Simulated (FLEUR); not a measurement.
# CoO (Fm-3m) in FLEUR: a series of runs

One crystal, CoO, is run at these levels: LDA (von Barth-Hedin); tasks: band structure, equation of state.

Program: FLEUR MaX-R8.1 (patched build s14). These are calculated values, not measurements. Logs are shortened: lines on timing, memory, paths and dates and some standing lists are left out, and cuts for length are marked.

## 1. The structure

It takes space group Fm-3m (No. 225, cubic). Conventional cell: a = 4.263 Å, b = 4.263 Å, c = 4.263 Å, α = 90.00°, β = 90.00°, γ = 90.00°. Around Co (site symmetry m-3m) lie 6 O at 2.13 Å. O (site symmetry m-3m) has 6 Co at 2.13 Å as nearest neighbours.

## 2. Band structure, LDA (von Barth-Hedin), collinear spin, ferromagnetic start

Contents of inp.xml:

```xml
<?xml version="1.0" encoding="UTF-8" standalone="no"?>
<fleurInput fleurInputVersion="0.39">
   <comment>
      CoO                                                                                                 
   </comment>
   <calculationSetup>
      <cutoffs Kmax="4.32" Gmax="13.4" GmaxXC="13.4" numbands="0"/>
      <scfLoop itmax="60" minDistance="0.00001" maxIterBroyd="15" imix="Anderson" alpha="0.05" precondParam="0.0" spinf="2.0"/>
      <coreElectrons ctail="T" frcor="F" kcrel="0" coretail_lmax="0"/>
      <xcFunctional name="bh" relativisticCorrections="F"/>
      <magnetism jspins="2"/>
      <soc l_soc="F" theta="0.0" phi="0.0" spav="F"/>
      <expertModes spex="0" secvar="F"/>
      <geometryOptimization l_f="F" forcealpha="1.0" forcemix="BFGS" epsdisp="0.00001" epsforce="0.00001"/>
      <ldaU l_linMix="F" mixParam="0.05" spinf="1.0"/>
   </calculationSetup>
   <cell>
      <bzIntegration valenceElectrons="23.0" mode="hist" fermiSmearingEnergy="0.00183747">
         <kPointListSelection listName="default-1"/>
         <!-- k-points included here -->
         <xi:include xmlns:xi="http://www.w3.org/2001/XInclude" href="kpts.xml"> </xi:include>
      </bzIntegration>
      <!-- symmetry operations included here -->
      <xi:include xmlns:xi="http://www.w3.org/2001/XInclude" href="sym.xml"> </xi:include>
      <bulkLattice scale="1.0">
         <bravaisMatrix>
            <row-1>    0.0000000000000000     4.0279512345848998     4.0279512345848998</row-1>
[... 28 lines left out ...]
            <stateOccupation state="(2p1/2)" spinUp="0.666667" spinDown="0.666667"/>
            <stateOccupation state="(2p3/2)" spinUp="1.333333" spinDown="1.333333"/>
         </electronConfig>
         <energyParameters s="2" p="2" d="3" f="4"/>
         <lo type="SCLO" l="0" n="2" eDeriv="2"/>
         <lo type="SCLO" l="1" n="2" eDeriv="2"/>
         <lo type="SCLO" l="2" n="3" eDeriv="2"/>
      </species>
   </atomSpecies>
   <atomGroups>
      <atomGroup species="Cobalt (Co2.000">
         <relPos label="                   1">.0000000000 .0000000000 .0000000000</relPos>
         <force calculate="T" relaxXYZ="TTT"/>
      </atomGroup>
      <atomGroup species="Oxygen (O)">
         <relPos label="                   2">1.000/2.000 1.000/2.000 1.000/2.000</relPos>
         <force calculate="T" relaxXYZ="TTT"/>
      </atomGroup>
   </atomGroups>
   <output dos="F" band="F" slice="F">
      <checks vchk="F" cdinf="F"/>
      <bandDOS minEnergy="-.5*Htr" maxEnergy="0.5*Htr" sigma="0.015" storeEVData="T"/>
      <vacuumDOS vacdos="F" integ="F" star="F" nstars="0" locx1="0.0" locy1="0.0" locx2="0.0" locy2="0.0" nstm="0" tworkf="0.0"/>
      <unfoldingBand unfoldBand="F" supercellX="1" supercellY="1" supercellZ="1"/>
      <plotting iplot="0" polar="F">
         <plot TwoD="T" vec1="  1.0  0.0  0.0" vec2="  0.0  1.0  0.0" vec3="  0.0  0.0  1.0" zero="  0.0  0.0  0.0" file="plot"/>
      </plotting>
      <chargeDensitySlicing numkpt="0" minEigenval="0.0" maxEigenval="0.0" nnne="0" pallst="F"/>
      <specialOutput eonly="F"/>
      <magneticCircularDichroism mcd="F" energyLo="-10.0" energyUp="0.0"/>
   </output>
  <!-- We include the file relax.xml here to enable relaxations (see documentation) -->
  <xi:include xmlns:xi="http://www.w3.org/2001/XInclude" href="relax.xml"> <xi:fallback/> </xi:include>
</fleurInput>
```

Contents of crystal.txt:

```
CoO
&input cartesian=F /
0.0000000000  2.1315000000  2.1315000000
2.1315000000  0.0000000000  2.1315000000
2.1315000000  2.1315000000  0.0000000000
1.8897261246
1.0 1.0 1.0

2
27 0.0000000000  0.0000000000  0.0000000000 : 2.000
8 0.5000000000  0.5000000000  0.5000000000

&kpt div1=11 div2=11 div3=11 gamma=T /
```

Contents of inp.xml (bands):

```
<?xml version="1.0" encoding="UTF-8" standalone="no"?>
<fleurInput fleurInputVersion="0.39">
   <comment>
      CoO                                                                                                 
   </comment>
   <calculationSetup>
      <cutoffs Kmax="4.32" Gmax="13.4" GmaxXC="13.4" numbands="0"/>
      <scfLoop itmax="60" minDistance="0.00001" maxIterBroyd="15" imix="Anderson" alpha="0.05" precondParam="0.0" spinf="2.0"/>
      <coreElectrons ctail="T" frcor="F" kcrel="0" coretail_lmax="0"/>
      <xcFunctional name="bh" relativisticCorrections="F"/>
      <magnetism jspins="2"/>
      <soc l_soc="F" theta="0.0" phi="0.0" spav="F"/>
      <expertModes spex="0" secvar="F"/>
      <geometryOptimization l_f="F" forcealpha="1.0" forcemix="BFGS" epsdisp="0.00001" epsforce="0.00001"/>
      <ldaU l_linMix="F" mixParam="0.05" spinf="1.0"/>
   </calculationSetup>
   <cell>
      <bzIntegration valenceElectrons="23.0" mode="hist" fermiSmearingEnergy="0.00183747">
         <kPointListSelection listName="path-1"/>
         <!-- k-points included here -->
         <xi:include xmlns:xi="http://www.w3.org/2001/XInclude" href="kpts.xml"> </xi:include>
      </bzIntegration>
      <!-- symmetry operations included here -->
      <xi:include xmlns:xi="http://www.w3.org/2001/XInclude" href="sym.xml"> </xi:include>
      <bulkLattice scale="1.0">
         <bravaisMatrix>
[... 28 lines left out ...]
            <valenceConfig>(2s1/2) (2p1/2) (2p3/2)</valenceConfig>
            <stateOccupation state="(2p1/2)" spinUp="0.666667" spinDown="0.666667"/>
            <stateOccupation state="(2p3/2)" spinUp="1.333333" spinDown="1.333333"/>
         </electronConfig>
         <energyParameters s="2" p="2" d="3" f="4"/>
         <lo type="SCLO" l="0" n="2" eDeriv="2"/>
         <lo type="SCLO" l="1" n="2" eDeriv="2"/>
         <lo type="SCLO" l="2" n="3" eDeriv="2"/>
      </species>
   </atomSpecies>
   <atomGroups>
      <atomGroup species="Cobalt (Co2.000">
         <relPos label="                   1">.0000000000 .0000000000 .0000000000</relPos>
         <force calculate="T" relaxXYZ="TTT"/>
      </atomGroup>
      <atomGroup species="Oxygen (O)">
         <relPos label="                   2">1.000/2.000 1.000/2.000 1.000/2.000</relPos>
         <force calculate="T" relaxXYZ="TTT"/>
      </atomGroup>
   </atomGroups>
   <output dos="F" band="T" slice="F">
      <checks vchk="F" cdinf="F"/>
      <bandDOS minEnergy="-.5*Htr" maxEnergy="0.5*Htr" sigma="0.015" storeEVData="T"/>
      <vacuumDOS vacdos="F" integ="F" star="F" nstars="0" locx1="0.0" locy1="0.0" locx2="0.0" locy2="0.0" nstm="0" tworkf="0.0"/>
      <unfoldingBand unfoldBand="F" supercellX="1" supercellY="1" supercellZ="1"/>
      <plotting iplot="0" polar="F">
         <plot TwoD="T" vec1="  1.0  0.0  0.0" vec2="  0.0  1.0  0.0" vec3="  0.0  0.0  1.0" zero="  0.0  0.0  0.0" file="plot"/>
      </plotting>
      <chargeDensitySlicing numkpt="0" minEigenval="0.0" maxEigenval="0.0" nnne="0" pallst="F"/>
      <specialOutput eonly="F"/>
      <magneticCircularDichroism mcd="F" energyLo="-10.0" energyUp="0.0"/>
   </output>
  <!-- We include the file relax.xml here to enable relaxations (see documentation) -->
  <xi:include xmlns:xi="http://www.w3.org/2001/XInclude" href="relax.xml"> <xi:fallback/> </xi:include>
</fleurInput>
```

Potentials or basis: all-electron, FLAPW.

Run with:

```
$ inpgen -f crystal.txt -profile fastHighL
$ # inp.xml edited to the form shown
$ fleur
$ fleur   # second run, on inp.xml (bands)
```

Output:

```text
Welcome to FLEUR        (www.flapw.de)
      MaX-Release 8.1          (www.max-centre.eu)

 ========== k-point set info ==========
 Selected k-point list: default-1
 k-point list type: mesh
 11 x 11 x 11
 Number of k points: 56

 ------------Calculation Setup---------------------------
 Number of OMP-threads    :            1
 Number of basis functions:          260
 Approximate size of matrices (H+S) per k-point:         0.001 GB
 --------------------------------------------------------
 Iteration:     1   Distance:      23.33174313 me/bohr^3
 Iteration:     2   Distance:      21.19196917 me/bohr^3
 Iteration:     3   Distance:      16.16828270 me/bohr^3
 Iteration:     4   Distance:       9.56961240 me/bohr^3
 Iteration:     5   Distance:       7.76078788 me/bohr^3
 Iteration:     6   Distance:       4.15558887 me/bohr^3
 Iteration:     7   Distance:       4.82150013 me/bohr^3
 Iteration:     8   Distance:       4.46012887 me/bohr^3
 Iteration:     9   Distance:       4.15892210 me/bohr^3
 Iteration:    10   Distance:       1.74310193 me/bohr^3
[... 7 lines left out ...]
 Iteration:    18   Distance:       0.01621172 me/bohr^3
 Iteration:    19   Distance:       0.00973988 me/bohr^3
 Iteration:    20   Distance:       0.02896895 me/bohr^3
 Iteration:    21   Distance:       0.00063798 me/bohr^3
 Iteration:    22   Distance:       0.00175463 me/bohr^3
 Iteration:    23   Distance:       0.00051027 me/bohr^3
 Iteration:    24   Distance:       0.00005929 me/bohr^3
 Iteration:    25   Distance:       0.00015580 me/bohr^3
 Iteration:    26   Distance:       0.00004108 me/bohr^3
 Iteration:    27   Distance:       0.00000868 me/bohr^3

 ********************************************************************
 Run finished successfully
 Stop message:
   all done
 ********************************************************************
```

Run time: 29 s. Hardware: 1 thread of Intel Xeon 6975P-C (Granite Rapids), shared host; peak memory 0.04 GiB.

Results:

* Free energy: -39906.3395 eV
* Band gap along the path: none (metal or under the smearing width)
* Net moment: 2.80 μB per cell
* Site moments: Co +2.44; O +0.31 μB
* Valence electrons inside the program's atomic spheres: Co 15.29; O 5.15 (radii Co 2.11, O 1.62 bohr)

Levels at the corners of the path, in eV from the Fermi level:
Spin up:
```
point  band 10  band 11  band 12  band 13  band 14  band 15  band 16  band 17
    Γ    -3.01    -3.01    -2.99    -2.99     0.83    16.51    17.81    17.81
    X    -2.63    -2.10    -1.96    -1.96     5.57     9.48    11.47    15.36
    W    -2.24    -2.23    -1.96    -1.18     7.78     9.71     9.71    12.41
    K    -2.09    -1.85    -1.82    -1.14     7.13     9.43     9.49    14.70
    Γ    -3.01    -3.01    -2.99    -2.99     0.83    16.51    17.81    17.81
    L    -2.24    -1.74     0.21     0.21     4.81     9.03    13.08    13.08
    U    -2.09    -1.85    -1.82    -1.14     7.13     9.43     9.49    14.70
    W    -2.24    -2.23    -1.96    -1.18     7.78     9.71     9.71    12.41
    L    -2.24    -1.74     0.21     0.21     4.81     9.03    13.08    13.08
    K    -2.09    -1.85    -1.82    -1.14     7.13     9.43     9.49    14.70
    U    -2.09    -1.85    -1.82    -1.14     7.13     9.43     9.49    14.70
    X    -2.63    -2.10    -1.96    -1.96     5.57     9.48    11.47    15.36
```
Spin down:
| point | band 6 | band 7 | band 8 | band 9 | band 10 | band 11 | band 12 | band 13 | band 14 | band 15 |
| --- | --- | --- | --- | --- | --- | --- | --- | --- | --- | --- |
| Γ | -2.79 | -2.79 | -2.79 | -1.10 | -1.10 | -1.10 | -0.43 | -0.43 | 1.35 | 16.59 |
| X | -6.58 | -4.03 | -4.03 | -2.26 | 0.04 | 0.18 | 0.18 | 0.54 | 6.29 | 9.98 |
| W | -5.78 | -5.78 | -5.27 | -0.38 | -0.38 | 0.18 | 0.42 | 1.17 | 8.55 | 10.29 |
| K | -6.19 | -5.84 | -4.55 | -1.05 | 0.02 | 0.18 | 0.68 | 1.16 | 7.82 | 10.00 |
| Γ | -2.79 | -2.79 | -2.79 | -1.10 | -1.10 | -1.10 | -0.43 | -0.43 | 1.35 | 16.59 |
| L | -7.78 | -4.90 | -4.90 | -0.11 | -0.11 | 0.18 | 2.31 | 2.31 | 5.16 | 9.76 |
| U | -6.19 | -5.84 | -4.55 | -1.05 | 0.02 | 0.18 | 0.68 | 1.16 | 7.82 | 10.00 |
| W | -5.78 | -5.78 | -5.27 | -0.38 | -0.38 | 0.18 | 0.42 | 1.17 | 8.55 | 10.29 |
| L | -7.78 | -4.90 | -4.90 | -0.11 | -0.11 | 0.18 | 2.31 | 2.31 | 5.16 | 9.76 |
| K | -6.19 | -5.84 | -4.55 | -1.05 | 0.02 | 0.18 | 0.68 | 1.16 | 7.82 | 10.00 |
| U | -6.19 | -5.84 | -4.55 | -1.05 | 0.02 | 0.18 | 0.68 | 1.16 | 7.82 | 10.00 |
| X | -6.58 | -4.03 | -4.03 | -2.26 | 0.04 | 0.18 | 0.18 | 0.54 | 6.29 | 9.98 |

Core levels (eV from the Fermi level):
```csv
atom,levels
1 Co,"1s1/2 -7567.6, 2s1/2 -889.8, 2p1/2 -772.0, 2p3/2 -757.2"
2 O,1s1/2 -503.0
```

Caveat: a cell with one magnetic atom can't hold antiferromagnetic order, which such compounds often take; semilocal functionals often make such compounds metallic where correlation or magnetic order opens a gap, which also shifts bond lengths.

## 3. Equation of state, LDA (von Barth-Hedin), collinear spin, ferromagnetic start, 9.10 Å³/atom (volume scaled by 0.94)

Changes to inp.xml since step 2:

```diff
@@ -6,3 +6,3 @@
    <calculationSetup>
-      <cutoffs Kmax="4.32" Gmax="13.4" GmaxXC="13.4" numbands="0"/>
+      <cutoffs Kmax="4.46" Gmax="13.8" GmaxXC="13.8" numbands="0"/>
       <scfLoop itmax="60" minDistance="0.00001" maxIterBroyd="15" imix="Anderson" alpha="0.05" precondParam="0.0" spinf="2.0"/>
@@ -24,3 +24,3 @@
       <xi:include xmlns:xi="http://www.w3.org/2001/XInclude" href="sym.xml"> </xi:include>
-      <bulkLattice scale="1.0">
+      <bulkLattice scale="0.9795861087">
          <bravaisMatrix>
@@ -34,3 +34,3 @@
       <species name="Cobalt (Co2.000" element="Co" atomicNumber="27">
-         <mtSphere radius="2.11" gridPoints="697" logIncrement="0.017"/>
+         <mtSphere radius="2.05" gridPoints="697" logIncrement="0.017"/>
          <atomicCutoffs lmax="8" lnonsphr="6"/>
@@ -50,3 +50,3 @@
       <species name="Oxygen (O)" element="O" atomicNumber="8">
-         <mtSphere radius="1.62" gridPoints="537" logIncrement="0.02"/>
+         <mtSphere radius="1.57" gridPoints="537" logIncrement="0.02"/>
          <atomicCutoffs lmax="8" lnonsphr="6"/>
```

Potentials or basis: all-electron, FLAPW.

Run with:

```
$ inpgen -f crystal.txt -profile fastHighL
$ # inp.xml edited to the form shown
$ fleur
```

It took 28 s on 1 thread of Intel Xeon 6975P-C (Granite Rapids), shared host; peak memory 0.09 GiB.

It converged, with:

```yaml
Free_energy: -39906.4693 eV
Band_gap_on_the_k_mesh: none (metal or under the smearing width)
Net_moment: 2.38 μB per cell
Site_moments: Co +2.11; O +0.22 μB
Valence_electrons_inside_the_program's_atomic_spheres: Co 15.23; O 5.01 (radii Co 2.05, O 1.57 bohr)
```

Caveat: a cell with one magnetic atom can't hold antiferromagnetic order, which such compounds often take; semilocal functionals often make such compounds metallic where correlation or magnetic order opens a gap, which also shifts bond lengths.

## 4. Equation of state, LDA (von Barth-Hedin), collinear spin, ferromagnetic start, 9.30 Å³/atom (volume scaled by 0.96)

Changes to inp.xml since step 3:

```diff
@@ -24,3 +24,3 @@
       <xi:include xmlns:xi="http://www.w3.org/2001/XInclude" href="sym.xml"> </xi:include>
-      <bulkLattice scale="0.9795861087">
+      <bulkLattice scale="0.9864848297">
          <bravaisMatrix>
```

Run with:

```
$ inpgen -f crystal.txt -profile fastHighL
$ # inp.xml edited to the form shown
$ fleur
```

Run time: 28 s. Hardware: 1 thread of Intel Xeon 6975P-C (Granite Rapids), shared host; peak memory 0.09 GiB.

It converged, with:

- Free energy: -39906.4281 eV
- Band gap on the k mesh: none (metal or under the smearing width)
- Net moment: 2.53 μB per cell
- Site moments: Co +2.23; O +0.25 μB
- Valence electrons inside the program's atomic spheres: Co 15.21; O 5.01 (radii Co 2.05, O 1.57 bohr)

Caveat: a cell with one magnetic atom can't hold antiferromagnetic order, which such compounds often take; semilocal functionals often make such compounds metallic where correlation or magnetic order opens a gap, which also shifts bond lengths.

## 5. Equation of state, LDA (von Barth-Hedin), collinear spin, ferromagnetic start, 9.68 Å³/atom

Changes to inp.xml since step 4:

```diff
@@ -24,3 +24,3 @@
       <xi:include xmlns:xi="http://www.w3.org/2001/XInclude" href="sym.xml"> </xi:include>
-      <bulkLattice scale="0.9864848297">
+      <bulkLattice scale="1.0000000000">
          <bravaisMatrix>
```

Run with:

```
$ inpgen -f crystal.txt -profile fastHighL
$ # inp.xml edited to the form shown
$ fleur
```

Run time: 30 s. Hardware: 1 thread of Intel Xeon 6975P-C (Granite Rapids), shared host; peak memory 0.09 GiB.

The run converged. Its results:

```
Free energy                                           : -39906.3369 eV
Band gap on the k mesh                                : none (metal or under the smearing width)
Net moment                                            : 2.80 μB per cell
Site moments                                          : Co +2.43; O +0.30 μB
Valence electrons inside the program's atomic spheres : Co 15.15; O 4.99 (radii Co 2.05, O 1.57 bohr)
```

Caveat: a cell with one magnetic atom can't hold antiferromagnetic order, which such compounds often take; semilocal functionals often make such compounds metallic where correlation or magnetic order opens a gap, which also shifts bond lengths.

## 6. Equation of state, LDA (von Barth-Hedin), collinear spin, ferromagnetic start, 10.07 Å³/atom (volume scaled by 1.04)

Changes to inp.xml since step 5:

```diff
@@ -24,3 +24,3 @@
       <xi:include xmlns:xi="http://www.w3.org/2001/XInclude" href="sym.xml"> </xi:include>
-      <bulkLattice scale="1.0000000000">
+      <bulkLattice scale="1.0131594038">
          <bravaisMatrix>
```

Potentials or basis: all-electron, FLAPW.

Run with:

```
$ inpgen -f crystal.txt -profile fastHighL
$ # inp.xml edited to the form shown
$ fleur
```

It took 27 s on 1 thread of Intel Xeon 6975P-C (Granite Rapids), shared host; peak memory 0.09 GiB.

The run converged. Its results:

- Free energy: -39906.2230 eV
- Band gap on the k mesh: none (metal or under the smearing width)
- Net moment: 2.91 μB per cell
- Site moments: Co +2.51; O +0.32 μB
- Valence electrons inside the program's atomic spheres: Co 15.12; O 4.97 (radii Co 2.05, O 1.57 bohr)

Caveat: a cell with one magnetic atom can't hold antiferromagnetic order, which such compounds often take; semilocal functionals often make such compounds metallic where correlation or magnetic order opens a gap, which also shifts bond lengths.

## 7. Equation of state, LDA (von Barth-Hedin), collinear spin, ferromagnetic start, 10.27 Å³/atom (volume scaled by 1.06)

Changes to inp.xml since step 6:

```diff
@@ -24,3 +24,3 @@
       <xi:include xmlns:xi="http://www.w3.org/2001/XInclude" href="sym.xml"> </xi:include>
-      <bulkLattice scale="1.0131594038">
+      <bulkLattice scale="1.0196128224">
          <bravaisMatrix>
```

Run with:

```
$ inpgen -f crystal.txt -profile fastHighL
$ # inp.xml edited to the form shown
$ fleur
```

Run time: 27 s. Hardware: 1 thread of Intel Xeon 6975P-C (Granite Rapids), shared host; peak memory 0.09 GiB.

It converged, with:

* Free energy: -39906.1593 eV
* Band gap on the k mesh: none (metal or under the smearing width)
* Net moment: 2.95 μB per cell
* Site moments: Co +2.54; O +0.33 μB
* Valence electrons inside the program's atomic spheres: Co 15.10; O 4.97 (radii Co 2.05, O 1.57 bohr)

Caveat: a cell with one magnetic atom can't hold antiferromagnetic order, which such compounds often take; semilocal functionals often make such compounds metallic where correlation or magnetic order opens a gap, which also shifts bond lengths.
